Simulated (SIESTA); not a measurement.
# Ta: equation of state with PBEsol

**The experiment to reproduce.**

“Pressure effects on the electronic structure and superconductivity of (TaNb)0.67(HfZrTi)0.33 high entropy alloy”, 2019, arxiv:1910.08312 quotes, for a bulk crystal of Ta: bulk modulus 194 GPa.

Crystal: Ta.

```
CELL_PARAMETERS angstrom
-1.65128 1.65128 1.65128
1.65128 -1.65128 1.65128
1.65128 1.65128 -1.65128
ATOMIC_POSITIONS crystal
Ta 0.00000 0.00000 0.00000
```

```
Program             : SIESTA 5.4.2
Task                : equation of state
Functional          : PBEsol
Potentials or basis : PseudoDojo 0.4 standard (PBEsol files)
Basis               : DZP (energy shift 0.003 Ry; two zetas on semicore shells)
Grid cutoff         : 800 Ry
Energy shift        : 0.003 Ry
k mesh              : 11 × 11 × 11
Occupations         : fermi-dirac, width 0.05 eV
Spin                : no spin polarisation
```

The equilibrium volume is 17.69 Å³/atom and the bulk modulus is 222 GPa. The pressure derivative of the bulk modulus is 4.4.

Energy against volume, from the lowest point:
| volume (Å³/atom) | energy (meV/atom) |
| --- | --- |
| 16.930 | 24.22 |
| 17.290 | 6.27 |
| 17.650 | 0.00 |
| 18.010 | 3.92 |
| 18.371 | 17.00 |
| 18.731 | 38.51 |
| 19.091 | 67.29 |

All runs of the series together: 3.8 min on 1 thread of Arm Neoverse V1, with other jobs on the host.

Measured bulk modulus of Ta: 194 GPa (quoted in “Pressure effects on the electronic structure and superconductivity of (TaNb)0.67(HfZrTi)0.33 high entropy alloy”, 2019, arxiv:1910.08312). This calculation gives 222 GPa (+14.6 %). The fit is for a static lattice scaled at fixed shape and fixed fractional positions.

Caveat: short orbitals over semicore shells can move pressures by several GPa; the basis of atomic orbitals isn't converged, which shifts pressures, moduli and gaps. The run has no spin-orbit coupling, so splittings on Ta are missing.
